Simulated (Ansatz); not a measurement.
# CsSnI3 (Pm-3m) in Ansatz: notebook, part 2 of 2

Ansatz 0.2.0. Earlier steps stand in the parts before.

**3. Phonons, PBEsol**

input.yaml reads:

```yaml
crystal:
  lattice:
    - [6.2057, 0.0, 0.0]
    - [0.0, 6.2057, 0.0]
    - [0.0, 0.0, 6.2057]
  atoms:
    - { symbol: Cs, position: [0.0, 0.0, 0.0] }
    - { symbol: I, position: [0.5, 0.5, 0.0] }
    - { symbol: I, position: [0.5, 0.0, 0.5] }
    - { symbol: I, position: [0.0, 0.5, 0.5] }
    - { symbol: Sn, position: [0.5, 0.5, 0.5] }
kpoints:
  mp_grid: { grid: [5, 5, 5] }
scf:
  occupations: { method: fermi_dirac, width: 0.05 }
hamiltonian:
  xc: pbesol
  pseudopotentials: { kind: all_electron, lapw: { basis_error: 0.002 } }
output: {}
phonons:
  method: fd
  supercell: [1, 1, 1]
```

Potentials or basis: all-electron LAPW, scalar-relativistic.

Command:

```bash
> ansatz run input.yaml --threads 4 --pin off --max-ram 12288MiB --backend cpu --events-out ev --progress --plain --runs-dir out
```

Output:

```text
Warning: RAYON_NUM_THREADS=4 ignored (pool sized by the plan → 4); use --threads N
LAPW: plane waves up to 7.054 Å⁻¹, error target 2.0e-3 eV per atom; small_component_spin mean_spin; Sn in spheres of 1.529 Å, 22 of its electrons in bands, Dirac shells []; I in spheres of 1.481 Å, 25 of its electrons in bands, Dirac shells []; Cs in spheres of 1.529 Å, 27 of its electrons in bands, Dirac shells [] (how accurate: hamiltonian.pseudopotentials.lapw.basis_error, Limitations)
Engine: ansatz 0.2.0, x86_64-unknown-linux-gnu
Pseudopotentials: kind: all_electron
Pseudopotential: Cs, LAPW, valence charge 27, lapw/all_electron/scalar/gaussian/Cs, Koelling and Harmon's equation, gaussian nucleus
Pseudopotential: I, LAPW, valence charge 25, lapw/all_electron/scalar/gaussian/I, Koelling and Harmon's equation, gaussian nucleus
Pseudopotential: Sn, LAPW, valence charge 22, lapw/all_electron/scalar/gaussian/Sn, Koelling and Harmon's equation, gaussian nucleus
Functional definition: PBEsol
  exchange = pbesol_x
  correlation = pbesol_c
[... 88 lines left out ...]
  k-point 1: bands = ["-208.5427", "-168.2687", "-168.2687", "-168.2687", "-149.1677", "-149.1677", "-149.1677", "-122.9981", "-115.4104", "-115.4104", "-115.4104", "-115.2946", "-115.2946", "-115.2946", "-115.2946", "-115.2946", "-115.2946", "-78.8325", "-78.8325", "-78.8325", "-62.8286", "-62.8286", "-62.8283", "-62.8283", "-62.8283", "-38.3166", "-38.3164", "-38.3163", "-38.2801", "-38.2801", "-38.2801", "-38.2797", "-38.2797", "-38.2796", "-38.1823", "-38.1823", "-38.1823", "-38.1817", "-38.1816", "-38.1814", "-15.4208", "-15.1540", "-15.1535", "-15.1320", "-15.1320", "-15.1319", "-6.4219", "-5.8137", "-5.7510", "-2.1874", "-2.1874", "-2.1829", "0.1681", "2.1428", "2.1428", "2.8531", "4.4329", "4.4329", "4.4453", "4.6099", "4.6099", "4.6409", "9.3153", "10.0938", "10.2190", "10.2349", "10.3531", "10.5569", "10.5569", "11.4435", "11.4435", "12.1487", "12.9486", "12.9486", "13.9259"]
  k-point 2: bands = ["-208.5427", "-168.2687", "-168.2687", "-168.2687", "-149.1677", "-149.1677", "-149.1677", "-122.9981", "-115.4104", "-115.4104", "-115.4104", "-115.2946", "-115.2946", "-115.2946", "-115.2946", "-115.2946", "-115.2946", "-78.8325", "-78.8325", "-78.8325", "-62.8286", "-62.8286", "-62.8283", "-62.8283", "-62.8283", "-38.3165", "-38.3164", "-38.3163", "-38.2802", "-38.2800", "-38.2800", "-38.2798", "-38.2798", "-38.2796", "-38.1823", "-38.1823", "-38.1823", "-38.1817", "-38.1816", "-38.1815", "-15.4205", "-15.1540", "-15.1527", "-15.1321", "-15.1321", "-15.1319", "-6.3056", "-5.9477", "-5.7492", "-2.1833", "-2.1833", "-2.1731", "-0.2358", "2.2085", "2.2085", "3.6674", "4.2846", "4.2846", "4.3536", "4.5510", "4.5510", "5.0453", "8.3143", "10.2153", "10.5895", "10.7477", "10.9083", "11.1098", "11.1098", "11.3821", "11.7153", "11.7153", "12.5484", "12.7912", "12.7912"]
  k-point 9: bands = ["-208.5427", "-168.2687", "-168.2687", "-168.2687", "-149.1677", "-149.1677", "-149.1677", "-122.9981", "-115.4104", "-115.4104", "-115.4104", "-115.2946", "-115.2946", "-115.2946", "-115.2946", "-115.2946", "-115.2946", "-78.8325", "-78.8325", "-78.8325", "-62.8286", "-62.8286", "-62.8283", "-62.8283", "-62.8283", "-38.3164", "-38.3164", "-38.3164", "-38.2799", "-38.2799", "-38.2799", "-38.2798", "-38.2798", "-38.2798", "-38.1824", "-38.1823", "-38.1823", "-38.1816", "-38.1816", "-38.1816", "-15.4199", "-15.1520", "-15.1520", "-15.1322", "-15.1322", "-15.1322", "-6.0320", "-5.9539", "-5.9539", "-2.2062", "-2.2062", "-2.1993", "-1.5270", "3.5334", "3.5972", "3.5972", "4.0026", "4.0026", "4.9942", "4.9942", "5.0459", "5.9210", "7.6465", "7.6465", "8.0614", "9.9661", "10.9124", "10.9299", "10.9299", "11.9607", "11.9607", "13.0608", "13.0608", "13.3022", "13.6411"]
--- Phonons: 3 displaced members + reference (amplitude 0.01 Å, Σ member SCF iterations 17) ---
  symmetry images taken by strict's conditions (phonons.symmetry_images: auto; settled by no image being taken that strict refuses)
  ASR residual: 9.629e-4 → 0.000e0 eV/Å²; symmetrization residual: 8.793e-4 eV/Å²
  largest component of a force at the reference: 5.6e-31 eV/Å
  ASR residual per site (eV/Å²): 8.06e-5 5.57e-4 5.57e-4 5.57e-4 9.63e-4
  Γ frequencies (cm⁻¹): -11.55 -11.55 -11.55 0.00 0.00 0.00 25.27 25.27 25.27 40.32 40.32 40.32 60.93 60.93 60.93
  density of states and harmonic sums: on the 10×10×10 q-mesh, interpolated from the force constants of a 1×1×1 supercell (no non-analytic term)
  largest difference from the sums on the solved wave vectors: F 9.21e-1 eV, S 1.18e-3 and C_V 2.58e-4 eV/K
  zero-point energy: 0.026742 eV/cell   skipped modes (ω ≤ 0): 171, of them read as no rigid motion or as one in doubt: 168 (3.000e0 modes/cell left out, lowest -11.55 cm⁻¹)   left out of the sums: 2.00e-1 of the cell's modes: C_V's classical limit lies that fraction below 3 k_B per atom; for a crystal, a wire or a layer, F and S can be off by more, and a phonons.interpolated_qmesh denser along its periods is the remedy for the sampling
```

phdos.tsv:

```text
# omega_inv_cm	omega_thz	g_bin_mean(omega)[modes/inv_cm]
# format = ansatz-phdos/2
# interpolated_qmesh = 10 10 10
# force_constants_supercell = 1 1 1
# lo_to_splitting: not included (the non-analytic LO-TO correction is not applied to the interpolated dynamical matrix; polar crystals: no LO-TO splitting at GAMMA, and LO and other optical branches, acoustic branches and sound speeds, and with them the density of states and the thermodynamics, can be off between the wave vectors that the force constants were sampled on, most near GAMMA; a larger extent of the force constants narrows that region and is not shown to mend the acoustic slopes)
# g_bin_mean(omega): the modes in a bin one row spacing wide, centred on omega, divided by that spacing. A flat band (one whose frequency is the same at every q-point) is counted whole in the row whose bin holds it (on the edge of two bins, in the lower row). The modes of the run's own cell are the sum of g_bin_mean times the row spacing in inv_cm (a plain sum, not the trapezoid rule); for a one-atom cell on a GAMMA-only q-mesh every row is zero, so that sum is 0, not 3
-11.551270	-0.346298	7.886030e-4
-11.406302	-0.341952	2.035632e-2
-11.261333	-0.337606	5.539616e-2
-11.116365	-0.333260	8.182457e-2
-10.971396	-0.328914	1.346769e-1
-10.826428	-0.324568	2.053472e-1
[... 493 lines left out ...]
60.787969	1.822377	5.001967e-2
60.932937	1.826724	2.793814e-3
```

phthermo.tsv:

```text
# format = ansatz-phthermo/1
# interpolated_qmesh = 10 10 10
# force_constants_supercell = 1 1 1
# non_analytic_term = not included (the non-analytic LO-TO correction is not applied to the interpolated dynamical matrix; polar crystals: no LO-TO splitting at GAMMA, and LO and other optical branches, acoustic branches and sound speeds, and with them the density of states and the thermodynamics, can be off between the wave vectors that the force constants were sampled on, most near GAMMA; a larger extent of the force constants narrows that region and is not shown to mend the acoustic slopes)
# zero_point_energy_ev = 2.6742148234e-2
# n_skipped_modes = 171
# share_of_modes_left_out = 2.0020000000e-1
# vibrations_at_or_below_zero_n_entries = 168
# vibrations_at_or_below_zero_modes_per_cell = 3.0000000000e0
# vibrations_at_or_below_zero_lowest_omega_inv_cm = -11.551
# rigid_motions_known_by = geometry
# t_k	f_vib_ev	s_ev_per_k	c_v_ev_per_k
0.0000	2.6742148234e-2	0.0000000000e0	0.0000000000e0
10.0000	2.6500775388e-2	9.5128549505e-5	2.4529820892e-4
20.0000	2.4110928495e-2	3.9222547609e-4	6.1807441331e-4
30.0000	1.8703497772e-2	6.8205399806e-4	8.0096849999e-4
40.0000	1.0625706903e-2	9.2605878597e-4	8.8972087883e-4
50.0000	3.1531147716e-4	1.1301912545e-3	9.3711795572e-4
[... 93 lines left out ...]
990.0000	-3.1010088953e0	4.1664236021e-3	1.0335516014e-3
1000.0000	-3.1427251561e0	4.1768111699e-3	1.0335569706e-3
```

Wall time 3.8 min (4 threads of Intel Xeon at 2.50GHz (Skylake/Cascade Lake), shared host); peak memory 0.91 GiB.

Results:

| Item | Value |
| --- | --- |
| Free energy | -960504.1603 eV |
| Band gap on the k mesh | 1.73 eV, direct |
| Highest phonon frequency at Γ, LO-TO splitting left out | 61 cm⁻¹ |

Levels at points of the mesh, in eV from the valence-band top:
| k point | band 59 | band 60 | band 61 | band 62 | band 63 | band 64 | band 65 | band 66 |
| --- | --- | --- | --- | --- | --- | --- | --- | --- |
| (0.00, 0.00, 0.00) | -1.42 | -1.25 | -1.25 | -1.25 | 2.99 | 3.97 | 3.97 | 4.30 |

Phonon frequencies in cm⁻¹ (negative: imaginary):
| q point | frequencies |
| --- | --- |
| (0.000, 0.000, 0.000) | -12 -12 -12 0 0 0 25 25 25 40 40 40 61 61 61 |

Caveat: some modes are imaginary; spin-orbit coupling is left out, which moves the levels of the heavy elements; an odd mesh through Γ misses points on the zone boundary, where band edges often lie; the cell was measured hot, at 500 K.
